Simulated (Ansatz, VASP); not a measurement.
# Cross-check of Ga31NiP32 (Ni on the Ga site in GaP) between VASP and Ansatz, part 2 of 2

One calculation is typed for both programs; each brings its own data sets. How far apart do they land? Of the first pair: The structure shown is the start of the Ansatz relaxation below; VASP solves that cell, so the two are compared at the walk's first step.

VASP 6.6.1 and Ansatz 0.2.0.

So far: The structure; Ansatz: relaxation, PBE; VASP: single point, PBE, start cell, pair 1.

### 4. Comparison

Known differences besides the potentials themselves: VASP starts from the moments at which Ansatz ended; the data sets hold 581 valence electrons in Ansatz (on its default PAW (the set named soft_2) files) and 573 in VASP; the cutoff is 420 eV in Ansatz and 520 eV in VASP (PREC = Accurate, projectors in real space). Total energies have different zeros and are not compared.

Forces on 8 of the 64 atoms, those with the largest forces and the largest differences (eV/Å; atoms numbered as in POSCAR):

```csv
atom,"Ansatz x, y, z","VASP x, y, z"
Ga2,"-0.421, -0.960, 0.241","-0.413, -0.953, 0.232"
Ga25,"-0.855, 0.487, -0.209","-0.849, 0.485, -0.206"
P33,"0.379, 0.272, -0.628","0.372, 0.266, -0.615"
P39,"0.767, -0.529, -0.782","0.751, -0.521, -0.774"
P42,"0.759, 0.635, 0.500","0.754, 0.626, 0.500"
P44,"-0.668, 0.411, 0.670","-0.669, 0.413, 0.669"
P49,"-0.752, 0.960, -0.426","-0.744, 0.947, -0.419"
P60,"-0.853, -0.433, 0.947","-0.845, -0.422, 0.943"
```

The forces differ by 4.9 meV/Å r.m.s., which is 1.2 % of the r.m.s. force of 0.398 eV/Å (both taken over all components). VASP's last cycles still show a density residual of 2e-03, so its state may not be settled. Moments aren't recorded for both runs of this pair, so they may hold unlike magnetic states.

### 5. Ansatz: relaxation, PBE

This run makes the geometry at which the two programs are then compared.

The structure compared here is the end of the Ansatz relaxation.

input.yaml reads:

```yaml
relax:
  f_tol: 0.02
  max_steps: 80
  random_displacement: { amplitude: 0.05, seed: 823 }
crystal:
  lattice:
    - [11.01025697, 0.0, 0.0]
    - [0.0, 0.0, -11.01025697]
    - [0.0, 11.01025697, 0.0]
  atoms:
    - { symbol: Ga, position: [0.0, 0.0, 0.0] }
    - { symbol: Ga, position: [0.0, 0.25, 0.25] }
    - { symbol: Ga, position: [0.25, 0.0, 0.25] }
    - { symbol: Ga, position: [0.25, 0.25, 0.0] }
    - { symbol: P, position: [0.125, 0.125, 0.125] }
    - { symbol: P, position: [0.125, 0.375, 0.375] }
    - { symbol: P, position: [0.375, 0.125, 0.375] }
    - { symbol: P, position: [0.375, 0.375, 0.125] }
    - { symbol: Ga, position: [0.0, 0.0, 0.5] }
    - { symbol: Ga, position: [0.0, 0.25, 0.75] }
    - { symbol: Ga, position: [0.25, 0.0, 0.75] }
    - { symbol: Ga, position: [0.25, 0.25, 0.5] }
    - { symbol: P, position: [0.125, 0.125, 0.625] }
    - { symbol: P, position: [0.125, 0.375, 0.875] }
    - { symbol: P, position: [0.375, 0.125, 0.875] }
    - { symbol: P, position: [0.375, 0.375, 0.625] }
    - { symbol: Ga, position: [0.0, 0.5, 0.0] }
    - { symbol: Ga, position: [0.0, 0.75, 0.25] }
    - { symbol: Ga, position: [0.25, 0.5, 0.25] }
    - { symbol: Ga, position: [0.25, 0.75, 0.0] }
    - { symbol: P, position: [0.125, 0.625, 0.125] }
    - { symbol: P, position: [0.125, 0.875, 0.375] }
    - { symbol: P, position: [0.375, 0.625, 0.375] }
    - { symbol: P, position: [0.375, 0.875, 0.125] }
    - { symbol: Ga, position: [0.0, 0.5, 0.5] }
    - { symbol: Ga, position: [0.0, 0.75, 0.75] }
    - { symbol: Ga, position: [0.25, 0.5, 0.75] }
    - { symbol: Ga, position: [0.25, 0.75, 0.5] }
    - { symbol: P, position: [0.125, 0.625, 0.625] }
    - { symbol: P, position: [0.125, 0.875, 0.875] }
    - { symbol: P, position: [0.375, 0.625, 0.875] }
    - { symbol: P, position: [0.375, 0.875, 0.625] }
    - { symbol: Ga, position: [0.5, 0.0, 0.0] }
    - { symbol: Ga, position: [0.5, 0.25, 0.25] }
    - { symbol: Ga, position: [0.75, 0.0, 0.25] }
    - { symbol: Ga, position: [0.75, 0.25, 0.0] }
    - { symbol: P, position: [0.625, 0.125, 0.125] }
    - { symbol: P, position: [0.625, 0.375, 0.375] }
    - { symbol: P, position: [0.875, 0.125, 0.375] }
    - { symbol: P, position: [0.875, 0.375, 0.125] }
    - { symbol: Ga, position: [0.5, 0.0, 0.5] }
    - { symbol: Ga, position: [0.5, 0.25, 0.75] }
    - { symbol: Ga, position: [0.75, 0.0, 0.75] }
    - { symbol: Ga, position: [0.75, 0.25, 0.5] }
    - { symbol: P, position: [0.625, 0.125, 0.625] }
    - { symbol: P, position: [0.625, 0.375, 0.875] }
    - { symbol: P, position: [0.875, 0.125, 0.875] }
    - { symbol: P, position: [0.875, 0.375, 0.625] }
    - { symbol: Ga, position: [0.5, 0.5, 0.0] }
    - { symbol: Ga, position: [0.5, 0.75, 0.25] }
    - { symbol: Ga, position: [0.75, 0.5, 0.25] }
    - { symbol: Ga, position: [0.75, 0.75, 0.0] }
    - { symbol: P, position: [0.625, 0.625, 0.125] }
    - { symbol: P, position: [0.625, 0.875, 0.375] }
    - { symbol: P, position: [0.875, 0.625, 0.375] }
    - { symbol: P, position: [0.875, 0.875, 0.125] }
    - { symbol: Ni, position: [0.5, 0.5, 0.5], spin: 3.0 }
    - { symbol: Ga, position: [0.5, 0.75, 0.75] }
    - { symbol: Ga, position: [0.75, 0.5, 0.75] }
    - { symbol: Ga, position: [0.75, 0.75, 0.5] }
    - { symbol: P, position: [0.625, 0.625, 0.625] }
    - { symbol: P, position: [0.625, 0.875, 0.875] }
    - { symbol: P, position: [0.875, 0.625, 0.875] }
    - { symbol: P, position: [0.875, 0.875, 0.625] }
  host:
    repeats: [2, 2, 2]
    atoms:
      - { symbol: Ga, position: [0.0, 0.0, 0.0] }
      - { symbol: Ga, position: [0.0, 0.5, 0.5] }
      # ... 6 more atoms of the perfect host
basis:
  ecutwfc: 420
  xc_grid: 2
hamiltonian:
  xc: pbe
kpoints:
  mp_grid: { grid: [2, 2, 2], shift: [0.5, 0.5, 0.5] }
magnetization:
  spin_polarized: true
  initial_magnetization: 3
  spin_locking: { lock_magnetization: hard }
scf:
  occupations: { method: fermi_dirac, width: 0.01 }
  max_iter: 120
output:
  forces: true
  charged_corrections:
    epsilon: 10.62
    static_epsilon: 12.85
    defect_position: [0.5, 0.5, 0.5]
checkpoint:
  write: "../relax0.run"
  compress: false
  write_wavefunctions: true
  write_every: 100000
```

Command:

```sh
ansatz run input.yaml --threads 32 --pin off --max-ram 131891MiB --backend cuda --events-out ev --progress --plain --runs-dir out
```

Numbers of over 12 decimals in the logs are rounded to 6 here.

Output:

```text
[...]
Crystal: 64 atoms, lattice volume = 1334.727 Å³
Basis set: ecut = 420 eV, 26001 PW (Γ), exchange–correlation on 150×150×150 points (8 copies of the dense FFT grid, shifted against one another)
Bands: 356, of which v1, the nominal top of the filled ones, is band 291 counted from 1 (290 counted from 0)
Symmetry: 1 space group operations
[...]
atoms:
    - { symbol: Ga, position: [-0.000461695, 0.00012147, -4.774719816612617e-5] }
    - { symbol: Ga, position: [-0.000658325, 0.250418, 0.250003] }
    - { symbol: Ga, position: [0.249705, -2.183786403363935e-5, 0.250004] }
    - { symbol: Ga, position: [0.249679, 0.250306, -5.983875883816825e-5] }
    - { symbol: P, position: [0.124482, 0.125175, 0.124987] }
    - { symbol: P, position: [0.124760, 0.375244, 0.374925] }
  [... 58 more lines of this table ...]
[key lines of the parts left out:]
SCF converged after 5 iterations
Magnetization: 3.0000 μB (292.0000 up, 289.0000 down)
Free energy (F): -147320.827690 eV
Fermi energy:    6.732084 (↑ 7.577128, ↓ 6.557697) eV
```

### 6. VASP: single point, PBE, relaxed cell, pair 2

The same cell, functional, mesh and smearing now go to VASP, with its own data sets.

INCAR reads:

```
SYSTEM = Ga31NiP32
PREC = Accurate
ENCUT = 520
EDIFF = 1E-06
NELM = 200
ISMEAR = -1
SIGMA = 0.01
LREAL = Auto
ALGO = Normal
GGA = PE
NBANDS = 336
ISPIN = 2
MAGMOM = 0 0 0 0 0.01 0 0 0.01 0.01 0 0.01 0 0 0 0.01 0.01 0.01 0.01 0 0 0 0.01 0 0.01 0 0.01 0.01 0 0.01 0.01 0.01 0.01 0 0 0 0.02 0.02 0.02 0.11 0.02 0.02 0.11 0.02 0 0.01 0 0 0.02 0.11 0.02 0.02 0 0 0.01 0 0 0 0 0.01 0.11 0.02 0.02 0.02 1.06
LASPH = .TRUE.
LMAXMIX = 4
LORBIT = 11
LWAVE = .FALSE.
LCHARG = .FALSE.
ISIF = 2
ISYM = 0
NUPDOWN = 3
GGA_COMPAT = .FALSE.
KPAR = 4
```

POSCAR reads:

```
Ga31NiP32
1.0
   11.0102569700      0.0000000000      0.0000000000
    0.0000000000      0.0000000000    -11.0102569700
    0.0000000000     11.0102569700      0.0000000000
Ga P Ni
31 32 1
Direct
    0.9995400000      0.0001200000      0.9999500000
    0.9993400000      0.2504200000      0.2500000000
    0.2497000000      0.9999800000      0.2500000000
    0.2496800000      0.2503100000      0.9999400000
    0.9996600000      0.0002400000      0.4998500000
    0.9995500000      0.2502500000      0.7496800000
    0.2498700000      0.0000500000      0.7498000000
    0.2515100000      0.2522700000      0.5001300000
    0.9995100000      0.5001600000      0.9998100000
    0.9994500000      0.7498500000      0.2499900000
    0.2516900000      0.5004700000      0.2519900000
    0.2496600000      0.7499700000      0.9998600000
    0.9994400000      0.5001800000      0.4997600000
    0.9993600000      0.7500500000      0.7496800000
    0.2516700000      0.4995800000      0.7479000000
    0.2515500000      0.7479300000      0.4996000000
    0.4995500000      0.0000600000      0.0000200000
    0.4997500000      0.2520100000      0.2520100000
    0.7494300000      0.0000200000      0.2500200000
    0.7493600000      0.2502700000      0.9999400000
    0.4994400000      0.0000900000      0.4998900000
    0.4989300000      0.2521900000      0.7476400000
    0.7492800000      0.9999800000      0.7497600000
    0.7472400000      0.2521800000      0.4994500000
    0.4996200000      0.5002000000      0.9998000000
    0.4989500000      0.7480000000      0.2519500000
    0.7472900000      0.4996800000      0.2521400000
    0.7491500000      0.7497600000      0.9998900000
    0.4999600000      0.7479500000      0.7476900000
    0.7473900000      0.5005300000      0.7479600000
    0.7472000000      0.7479900000      0.5004400000
    0.1244800000      0.1251800000      0.1249900000
    0.1247600000      0.3752400000      0.3749300000
    0.3746000000      0.1253700000      0.3750000000
    0.3747200000      0.3752700000      0.1251300000
    0.1253700000      0.1257800000      0.6248000000
    0.1251600000      0.3752500000      0.8741800000
    0.3746800000      0.1258700000      0.8743000000
    0.3805300000      0.3813000000      0.6186600000
    0.1252500000      0.6249800000      0.1255900000
    0.1252100000      0.8742800000      0.3750200000
    0.3805900000      0.6190000000      0.3810900000
    0.3745900000      0.8744800000      0.1254700000
    0.1247800000      0.6248900000      0.6248500000
    0.1244900000      0.8751200000      0.8748200000
    0.3745700000      0.6250000000      0.8745800000
    0.3746600000      0.8747000000      0.6246700000
    0.6245000000      0.1258000000      0.1256500000
    0.6182000000      0.3811200000      0.3809900000
    0.8738200000      0.1258200000      0.3750400000
    0.8737600000      0.3753700000      0.1255100000
    0.6243400000      0.1253900000      0.6248100000
    0.6242800000      0.3751900000      0.8745200000
    0.8744700000      0.1251400000      0.8748400000
    0.8741700000      0.3752800000      0.6247000000
    0.6242700000      0.6249300000      0.1253800000
    0.6243200000      0.8747600000      0.3749600000
    0.8740900000      0.6250500000      0.3750400000
    0.8744800000      0.8749900000      0.1248400000
    0.6184100000      0.6188500000      0.6188700000
    0.6243000000      0.8743400000      0.8742000000
    0.8738000000      0.6250500000      0.8741600000
    0.8737900000      0.8745100000      0.6245600000
    0.4995000000      0.5000900000      0.4999100000
```

KPOINTS reads:

```
Points of the shifted mesh
8
Reciprocal
 0.2500000000  0.2500000000  0.2500000000 1
 0.2500000000  0.2500000000  0.7500000000 1
 0.2500000000  0.7500000000  0.2500000000 1
 0.2500000000  0.7500000000  0.7500000000 1
 0.7500000000  0.2500000000  0.2500000000 1
 0.7500000000  0.2500000000  0.7500000000 1
 0.7500000000  0.7500000000  0.2500000000 1
 0.7500000000  0.7500000000  0.7500000000 1
```

Potentials, in the order of the species: Ga_d, P and Ni (PBE family, release 64).

Command:

```sh
mpirun -np 8 vasp_std
```

Output:

```text
[banner, memory and clock lines left out]
running    8 mpi-ranks, on    1 nodes
[...]
[... a notice as in an earlier step ...]

 LDA part: xc-table for (Slater+PW92), standard interpolation
 POSCAR, INCAR and KPOINTS ok, starting setup
[...]
entering main loop
       N       E                     dE             d eps       ncg     rms          rms(c)
DAV:   1     0.781846939987E+04    0.78185E+04   -0.22119E+05 10880   0.250E+03
DAV:   2     0.168005037780E+04   -0.61384E+04   -0.59535E+04 10752   0.731E+02
DAV:   3    -0.666192144912E+02   -0.17467E+04   -0.16217E+04 12960   0.252E+02
DAV:   4    -0.284506208864E+03   -0.21789E+03   -0.21235E+03 12920   0.826E+01
[...]
DAV:  22    -0.292906501840E+03    0.13132E-05   -0.44983E-06  9352   0.171E-02    0.313E-02
DAV:  23    -0.292906500147E+03    0.16931E-05   -0.64590E-06 11128   0.749E-03    0.179E-02
DAV:  24    -0.292906499868E+03    0.27841E-06   -0.16495E-06  7024   0.515E-03
   1 F= -.29290650E+03 E0= -.29290650E+03  d E =-.219515E-08  mag=     3.0000
```

From OUTCAR (step 6):

```text
  FREE ENERGIE OF THE ION-ELECTRON SYSTEM (eV)
  ---------------------------------------------------
  free  energy   TOTEN  =      -292.9064998683 eV

  energy  without entropy=     -292.9064998662  energy(sigma->0) =     -292.90649987

 magnetization (x)
# of ion       s       p       d       tot
------------------------------------------
    1        0.000   0.001   0.001   0.002
    2        0.000   0.001   0.001   0.002
    3        0.000   0.001   0.001   0.002
    4        0.000   0.001   0.001   0.002
    5        0.002   0.007   0.002   0.011
    6        0.000   0.001   0.001   0.002
    7        0.000   0.001   0.001   0.002
    8        0.002   0.008   0.004   0.013
    9        0.002   0.007   0.002   0.011
   10        0.000   0.001   0.001   0.002
   11        0.002   0.008   0.004   0.013
   12        0.000   0.001   0.001   0.002
   13        0.000   0.000   0.000   0.001
[...]
--------------------------------------------------
tot          0.097   0.924   1.055   2.076

[... 1 part as in an earlier step ...]
```

The run ends at a pressure of -0.41 GPa, with forces up to 0.021 eV/Å.

### 7. Comparison

What differs besides the data sets and the points named for the pairs above, as far as they apply: the data sets hold 581 valence electrons in Ansatz (on its default PAW (the set named soft_2) files) and 573 in VASP; site moments are counted in spheres of each program's own size. Total energies have different zeros and are not compared.

The two programs side by side:

```csv
quantity,Ansatz,VASP,difference
"total moment, fixed by the input (μB)",3.00,3.00,0.00
moment on Ni64 (μB),1.06,1.10,-0.03
moment on P42 (μB),0.11,0.11,0.00
moment on P39 (μB),0.11,0.11,0.00
moment on P49 (μB),0.11,0.11,0.00
moment on P60 (μB),0.11,0.11,0.00
```

### 8. Outcome

- r.m.s. force difference (single point, PBE, start cell, pair 1): 1.2 % of the r.m.s. force
- difference in moment on Ni64 (single point, PBE, relaxed cell, pair 2): -0.033 μB

What this shows: The r.m.s. force difference is 1.2 % of the r.m.s. force (single point, PBE, start cell, pair 1), within the 3 % picked in this series as the mark of a large difference. The data sets hold unlike numbers of valence electrons (581 in Ansatz and 573 in VASP), so part of the differences comes from the potentials. Such differences can come from data sets, numerical settings and the points named under the comparisons, not from the functional's error against experiment.

[Lines on the potential files, build, host, timing and source positions are cut from VASP's logs without a mark.]

[Logs are printed without paths, hosts, clocks, repeated set-up lines and the standing remarks that a program may print on its own settings, such as how far it seeks lower states.]

[Hosts, paths, dates, database ids (printed as entryN), source tags and the programs' standing remarks are cut or masked in the printed files.]
